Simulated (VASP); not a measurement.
# LiH (Pm-3m) in VASP: further runs

The runs below take LiH through relaxation of cell and atoms, with RPBE+D3(BJ), RPBE+D4.

All numbers are computed with VASP 6.6.1; they aren't measurements. Logs are shortened: lines on timing, memory, paths and dates and some standing lists are left out, and cuts for length are marked.

## Step 1: The crystal as given

The structure is cubic, space group Pm-3m (No. 221). Conventional cell: a = 2.507 Å, b = 2.507 Å, c = 2.507 Å, α = 90.00°, β = 90.00°, γ = 90.00°. Li (site symmetry m-3m) has 8 H at 2.17 Å as nearest neighbours. Around H (site symmetry m-3m) lie 8 Li at 2.17 Å.

The cell was built by a generator and needn't be a form met in nature.

## Step 2: Relaxation of cell and atoms, RPBE+D3(BJ)

The input, INCAR:

```
ALGO     = Normal         # electronic algorithm
EDIFF    = 1E-6           # SCF threshold, eV
EDIFFG   = -0.01          # ionic threshold
ENCUT    = 600            # plane-wave cutoff, eV
GGA      = RP             # functional
IBRION   = 2              # ionic algorithm
ISIF     = 3              # what is computed and relaxed
ISMEAR   = -1             # smearing method
IVDW     = 12             # dispersion correction
LASPH    = True           # aspherical terms in the spheres
LCHARG   = False          # write CHGCAR
LREAL    = False          # projectors in reciprocal space
LWAVE    = False          # write WAVECAR
NELM     = 100            # most SCF steps
NSW      = 60             # ionic steps
PREC     = Accurate       # precision mode
SIGMA    = 0.05           # smearing width, eV
```

The input, KPOINTS:

```
k-points
0
Gamma
  11 11 11
```

The input, POSCAR:

```
LiH
1.0
    2.5069900000      0.0000000000      0.0000000000
    0.0000000000      2.5069900000      0.0000000000
    0.0000000000      0.0000000000      2.5069900000
Li H
1 1
Direct
    0.5000000000      0.5000000000      0.5000000000
    0.0000000000      0.0000000000      0.0000000000
```

Potentials or basis: VASP PAW PBE potentials, release 64 (Li_sv, H).

The run is started by

```
> cat potpaw_PBE.64/Li_sv/POTCAR potpaw_PBE.64/H/POTCAR > POTCAR
> mpirun -np 1 vasp_std > vasp.out
```

OUTCAR:

```text
EDIFF = 1E-6
   EDIFFG = -0.01
   ENCUT = 600
   GGA = RP
   IBRION = 2
   ISIF = 3
   ISMEAR = -1
   IVDW = 12
   LASPH = True
   LREAL = False
   NELM = 100
   NSW = 60
   PREC = Accurate
 IVDW          = 12

 ion  position               nearest neighbor table
   1  0.500  0.500  0.500-
   2  0.000  0.000  0.000-

  LATTYP: Found a simple cubic cell.
 ALAT       =     2.5069900000

  Lattice vectors:

 A1 = (   2.5069900000,   0.0000000000,   0.0000000000)
 A2 = (   0.0000000000,   2.5069900000,   0.0000000000)
 A3 = (   0.0000000000,   0.0000000000,   2.5069900000)

Analysis of symmetry for initial positions (statically):
=====================================================================
 Subroutine PRICEL returns:
 Original cell was already a primitive cell.

 Routine SETGRP: Setting up the symmetry group for a
 simple cubic supercell.

 Subroutine GETGRP returns: Found 48 space group operations
 (whereof 48 operations were pure point group operations)
 out of a pool of 48 trial point group operations.

The static configuration has the point symmetry O_h .

Analysis of symmetry for dynamics (positions and initial velocities):
=====================================================================
 Subroutine PRICEL returns:
 Original cell was already a primitive cell.

 Routine SETGRP: Setting up the symmetry group for a
 simple cubic supercell.

 Subroutine GETGRP returns: Found 48 space group operations
 (whereof 48 operations were pure point group operations)
 out of a pool of 48 trial point group operations.

The dynamic configuration has the point symmetry O_h .

 Subroutine INISYM returns: Found 48 space group operations
 (whereof 48 operations are pure point group operations),
 and found     1 'primitive' translations

----------------------------------------------------------------------------------------

                                     Primitive cell

  volume of cell :      15.7564

  direct lattice vectors                    reciprocal lattice vectors
     2.506990000  0.000000000  0.000000000     0.398884718  0.000000000  0.000000000
     0.000000000  2.506990000  0.000000000     0.000000000  0.398884718  0.000000000
     0.000000000  0.000000000  2.506990000     0.000000000  0.000000000  0.398884718

  length of vectors
     2.506990000  2.506990000  2.506990000     0.398884718  0.398884718  0.398884718

  position of ions in fractional coordinates (direct lattice)
     0.500000000  0.500000000  0.500000000
     0.000000000  0.000000000  0.000000000

  ion indices of the primitive-cell ions
   primitive index   ion index
                 1           1
                 2           2

----------------------------------------------------------------------------------------

 KPOINTS: k-points

Automatic generation of k-mesh.
 Grid dimensions read from file:
 generate k-points for:   11   11   11

 Generating k-lattice:

  Cartesian coordinates                     Fractional coordinates (reciprocal lattice)
     0.036262247  0.000000000  0.000000000     0.090909091  0.000000000  0.000000000
     0.000000000  0.036262247  0.000000000     0.000000000  0.090909091  0.000000000
     0.000000000  0.000000000  0.036262247     0.000000000  0.000000000  0.090909091

  Length of vectors
     0.036262247  0.036262247  0.036262247

  Shift w.r.t. Gamma in fractional coordinates (k-lattice)
     0.000000000  0.000000000  0.000000000

 Subroutine IBZKPT returns following result:
 ===========================================

 Found     56 irreducible k-points:

 Following reciprocal coordinates:
            Coordinates               Weight
  0.000000  0.000000  0.000000      1.000000
  0.090909  0.000000  0.000000      6.000000
  0.181818  0.000000  0.000000      6.000000
  0.272727  0.000000  0.000000      6.000000
  0.363636  0.000000  0.000000      6.000000
  0.454545  0.000000  0.000000      6.000000
[... 16 lines left out ...]
  0.181818  0.090909  0.090909     24.000000
  0.272727  0.090909  0.090909     24.000000
 [... further k-points ...]
   k-points           NKPTS =     56   k-points in BZ     NKDIM =     56   number of bands    NBANDS=      6
   number of dos      NEDOS =    301   number of ions     NIONS =      2
   total plane-waves  NPLWV =   8000
   dimension x,y,z NGX =    20 NGY =   20 NGZ =   20
   dimension x,y,z NGXF=    40 NGYF=   40 NGZF=   40
   ions per type =               1   1
   NGX,Y,Z   is equivalent  to a cutoff of  13.26, 13.26, 13.26 a.u.
   NGXF,Y,Z  is equivalent  to a cutoff of  26.53, 26.53, 26.53 a.u.
 SYSTEM =  unknown system
   PREC   = accura    normal or accurate (medium, high low for compatibility)
   ISTART =      0    job   : 0-new  1-cont  2-samecut
   ICHARG =      2    charge: 1-file 2-atom 10-const
   ISPIN  =      1    spin polarized calculation?
   LNONCOLLINEAR =      F non collinear calculations
   LSORBIT =      F    spin-orbit coupling
   LASPH  =      T    aspherical Exc in radial PAW
   ENCUT  =  600.0 eV  44.10 Ry    6.64 a.u.   5.01  5.01  5.01*2*pi/ulx,y,z
   NELM   =    100;   NELMIN=  2; NELMDL= -5     # of ELM steps
   EDIFF  = 0.1E-05   stopping-criterion for ELM
   LREAL  =      F    real-space projection
   EDIFFG = -.1E-01   stopping-criterion for IOM
   NSW    =     60    number of steps for IOM
   IBRION =      2    ionic relax: 0-MD 1-quasi-New 2-CG
   NFREE  =      1    steps in history (QN), initial steepest desc. (CG)
   ISIF   =      3    stress and relaxation
   ISYM   =      2    0-nonsym 1-usesym 2-fastsym
   POTIM  = 0.5000    time-step for ionic-motion
   TEBEG  =    0.0;   TEEND  =   0.0 temperature during run
   PSTRESS=    0.0 pullay stress
   NELECT =       4.0000    total number of electrons
   NUPDOWN=      -1.0000    fix difference up-down
   EMIN   =  10.00;   EMAX   =-10.00  energy-range for DOS
   EFERMI =   0.00;   METHOD = LEGACY
   ISMEAR =    -1;   SIGMA  =   0.05  broadening in eV -4-tet -1-fermi 0-gaus
   EFERMI_NEDOS =   21; number of points for ismear=-14 and -15
   IALGO  =     38    algorithm
   IMIX   =      4    mixing-type and parameters
     AMIX     =   0.40;   BMIX     =  1.00
     AMIX_MAG =   1.60;   BMIX_MAG =  1.00
  volume/ion in A,a.u.               =       7.88        53.16
  Fermi-wavevector in a.u.,A,eV,Ry     =   1.036594  1.958880 14.619843  1.074528
  Thomas-Fermi vector in A             =   2.170993
   LORBIT       =      0    0 simple, 1 ext, 2 COOP (PROOUT), +10 PAW based schemes
   GGA     = RP    functional components
   LHFCALC =     F    Hartree Fock is set to
   AEXX    =    0.0000 exact exchange contribution
   IVDW    =    12    specifies the selected vdW correction
   LEPSILON=     F    determine dielectric tensor
   LRPA    =     F    only Hartree local field effects (RPA)
 conjugate gradient relaxation of ions
 non-spin polarized calculation
  energy-cutoff  :      600.00
  volume of cell :       15.76
 maximum number of plane-waves:       537
   NGX = 11   NGY = 11   NGZ = 11

--------------------------------------- Ionic step        1  -------------------------------------------

 number of electron       4.0000012 magnetization

 Free energy of the ion-electron system (eV)
  ---------------------------------------------------
  ext. energy  EPLUGINS =         0.00000000
  ---------------------------------------------------
  free energy    TOTEN  =        -5.55082288 eV

  energy without entropy =       -5.55082283  energy(sigma->0) =       -5.55082286

------------------------ aborting loop because EDIFF is reached ----------------------------------------

 Edisp (eV)   -1.37797

 E8    (eV) :    -0.7813

  FORCE on cell =-STRESS in cart. coord.  units (eV):
  Direction    XX          YY          ZZ          XY          YZ          ZX
  --------------------------------------------------------------------------------------
  -------------------------------------------------------------------------------------
  Total      -1.37824    -1.37824    -1.37824     0.00000     0.00000     0.00000
  in kB    -140.14452  -140.14452  -140.14452     0.00000     0.00000     0.00000
  external pressure =     -140.14 kB  Pullay stress =        0.00 kB
[... 61 lines left out ...]
  energy  without entropy=       -7.0561853658  energy(sigma->0) =       -7.05618539

--------------------------------------- Ionic step        3  -------------------------------------------

 number of electron       4.0000002 magnetization

 E-fermi :   7.5496     XC(G=0):  -9.9801

 val. band max:        6.9188527537   @ k =   0.4545   0.4545   0.4545
 cond. band min:       8.2159924734   @ k =   0.4545   0.4545   0.0000
 fundamental gap:      1.2971397197
 Fermi energy:         7.5496123330

 k-point     1 :       0.0000    0.0000    0.0000
  band No.  band energies     occupation
      1     -42.3253      2.00000
      2      -4.4884      2.00000
      3      22.2848      0.00000
      4      22.2848      0.00000
      5      22.2848      0.00000
      6      25.6373      0.00000

 k-point     2 :       0.0909    0.0000    0.0000
  band No.  band energies     occupation
      1     -42.3093      2.00000
      2      -4.3555      2.00000
      3      19.1010      0.00000
      4      22.5382      0.00000
      5      22.5382      0.00000
      6      25.4034      0.00000
[... 235 lines left out ...]
  energy  without entropy=       -7.2628132322  energy(sigma->0) =       -7.26281326

--------------------------------------- Ionic step        4  -------------------------------------------

 number of electron       4.0000003 magnetization

 Free energy of the ion-electron system (eV)
  ---------------------------------------------------
  ext. energy  EPLUGINS =         0.00000000
  ---------------------------------------------------
  free energy    TOTEN  =        -5.06644055 eV

  energy without entropy =       -5.06644047  energy(sigma->0) =       -5.06644051

 E-fermi :   7.7076     XC(G=0): -10.0416

 val. band max:        7.0950196116   @ k =   0.4545   0.4545   0.4545
 cond. band min:       8.3507856744   @ k =   0.4545   0.4545   0.0000
 fundamental gap:      1.2557660627
 Fermi energy:         7.7076039303

 k-point     1 :       0.0000    0.0000    0.0000
  band No.  band energies     occupation
      1     -42.2291      2.00000
      2      -4.4389      2.00000
      3      22.5893      0.00000
      4      22.5893      0.00000
      5      22.5893      0.00000
      6      26.0915      0.00000

 k-point     2 :       0.0909    0.0000    0.0000
  band No.  band energies     occupation
      1     -42.2123      2.00000
      2      -4.3063      2.00000
      3      19.3715      0.00000
      4      22.8457      0.00000
      5      22.8457      0.00000
      6      25.8390      0.00000
[... 231 lines left out ...]
  FREE ENERGIE OF THE ION-ELECTRON SYSTEM (eV)
  ---------------------------------------------------
  free  energy   TOTEN  =        -7.2631274463 eV

  energy  without entropy=       -7.2631273665  energy(sigma->0) =       -7.26312741

 reached required accuracy - stopping structural energy minimisation
```

Wall time 11 s (1 thread of Intel Xeon Platinum 8259CL at 2.50GHz (Skylake/Cascade Lake), shared host); peak memory 0.13 GiB.

What came out:

* Free energy: -7.2631 eV
* Relaxed volume: 5.05 Å³/atom
* Relaxed cell: a = 2.161 Å, b = 2.161 Å, c = 2.161 Å, α = 90.00°, β = 90.00°, γ = 90.00°
* Space group after relaxing (to 0.05 Å): Pm-3m (No. 221)
* Energy gained by relaxing: 167.2 meV/atom
* Ionic steps: 4
* Pressure after relaxing: 0.3 GPa
* Band gap on the k mesh: 1.26 eV, indirect (least direct gap 5.49 eV)
* Dispersion energy per atom: -1.098 eV

Step by step:
```tsv
step	energy change (eV)	largest force (eV/Å)	pressure (GPa)	volume (Å³)
1	0.0000	0.0000	-14.01	15.76
2	-0.1274	0.0000	-12.71	14.24
3	-0.3340	0.0000	-0.83	10.27
4	-0.3343	0.0000	0.27	10.10
```

Final structure:
```xyz
2
Lattice="2.1613 0.0000 0.0000 0.0000 2.1613 0.0000 0.0000 0.0000 2.1613" Properties=species:S:1:pos:R:3 pbc="T T T"
Li    1.0806    1.0806    1.0806
H     0.0000    0.0000    0.0000
```

Levels at points of the mesh, in eV from the valence-band top:
| k point | band 1 | band 2 | band 3 | band 4 | band 5 |
| --- | --- | --- | --- | --- | --- |
| (0.00, 0.00, 0.00) | -49.32 | -11.53 | 15.49 | 15.49 | 15.49 |

Caveat: the cutoff is under 1.25 times the usual one of these potentials, so pressure, stress and relaxed cells hold a basis-set (Pulay) error; the volume moved by over 15 % at a fixed basis, so the end points are rough; the PAW data sets were made with another functional, which shifts forces and pressure a little; an odd mesh through Γ misses points on the zone boundary, where band edges often lie.

## Step 3: Relaxation of cell and atoms, RPBE+D4

Changes to INCAR since step 2:

```diff
@@ -8,3 +8,3 @@
 ISMEAR   = -1             # smearing method
-IVDW     = 12             # dispersion correction
+IVDW     = 13             # dispersion correction
 LASPH    = True           # aspherical terms in the spheres
```

KPOINTS is that of step 2.

POSCAR is that of step 2.

Potentials or basis: VASP PAW PBE potentials, release 64 (Li_sv, H).

The run is started by

```
> cat potpaw_PBE.64/Li_sv/POTCAR potpaw_PBE.64/H/POTCAR > POTCAR
> mpirun -np 1 vasp_std > vasp.out
```

Run time: 5.3 s. Hardware: 1 thread of Intel Xeon Platinum 8259CL at 2.50GHz (Skylake/Cascade Lake), shared host; peak memory 0.12 GiB.

It converged, with:

```
Free energy                : -5.9074 eV
Pressure after relaxing    : -0.1 GPa
Band gap on the k mesh     : 1.33 eV, indirect (least direct gap 4.83 eV)
Dispersion energy per atom : -0.178 eV
```

Final structure:
```xyz
2
Lattice="2.5070 0.0000 0.0000 0.0000 2.5070 0.0000 0.0000 0.0000 2.5070" Properties=species:S:1:pos:R:3 pbc="T T T"
Li    1.2535    1.2535    1.2535
H     0.0000    0.0000    0.0000
```

Levels at points of the mesh, in eV from the valence-band top:
| k point | band 1 | band 2 | band 3 | band 4 | band 5 |
| --- | --- | --- | --- | --- | --- |
| (0.00, 0.00, 0.00) | -47.99 | -8.44 | 12.48 | 12.48 | 12.48 |

Caveat: the cutoff is under 1.25 times the usual one of these potentials, so pressure, stress and relaxed cells hold a basis-set (Pulay) error; the relaxation stopped at its first step, so nothing moved; the PAW data sets were made with another functional, which shifts forces and pressure a little; an odd mesh through Γ misses points on the zone boundary, where band edges often lie.

## Step 4: The reference run

An earlier run on the cell as given: functional PBE; potentials or basis VASP PAW PBE potentials, release 64 (Li_sv, H); cutoff 520 eV; k mesh 11 × 11 × 11; occupations fermi-dirac, width 0.05 eV; no spin polarisation.

* Band gap on the k mesh: 1.16 eV, indirect (least direct gap 4.68 eV)

## Step 5: The runs side by side

```tsv
task	level	cell	cutoff (eV)	gap on the mesh (eV)	pressure (GPa)
relaxation of cell and atoms	RPBE+D3(BJ)	relaxed	600	1.26	0.3
relaxation of cell and atoms	RPBE+D4	relaxed	600	1.33	-0.1
single point	PBE	as given	520	1.16	-
```

Alike in all rows: potentials or basis VASP PAW PBE potentials, release 64 (Li_sv, H); no spin polarisation; k mesh 11 × 11 × 11; smearing fermi-dirac 0.05 eV.

Caveats: the cutoff is under 1.25 times the usual one of these potentials, so pressure, stress and relaxed cells hold a basis-set (Pulay) error; an odd mesh through Γ misses points on the zone boundary, where band edges often lie; the PAW data sets were made with another functional, which shifts forces and pressure a little (some runs); the volume moved by over 15 % at a fixed basis, so the end points are rough (some runs); the relaxation stopped at its first step, so nothing moved (some runs).

Absolute energies hang on the potentials; compare differences alone.
